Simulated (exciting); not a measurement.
The system is CdSe.

```xyz
2
Lattice="0.0000 3.0703 3.0703 3.0703 0.0000 3.0703 3.0703 3.0703 0.0000" Properties=species:S:1:pos:R:3 pbc="T T T"
Cd    0.0000    0.0000    0.0000
Se    1.5351    1.5351    1.5351
```

Measurements of this composition are mostly on another form, of space group No. 186.

Base run:

```yaml
Program: exciting (release sodium)
Functional: LDA
Potentials_or_basis: all-electron LAPW+lo, shipped species files, valence relativity iora*
rgkmax: 9
k_mesh: 8 × 8 × 8
Occupations: fermi-dirac, width 0.05 eV
Spin: no spin polarisation
```

Its results: band gap on the k mesh 0.27 eV, direct.

Problem. The run is repeated on the same cell with these changes: functional from LDA to PBE; occupations from fermi-dirac, width 0.05 eV to gaussian, width 0.011 eV. What comes out?

Solution. Band gap on the k mesh 0.55 eV, direct.

Caveats: the tetrahedron DOS on this energy grid can lose part of the weight of narrow d or f bands (some runs).
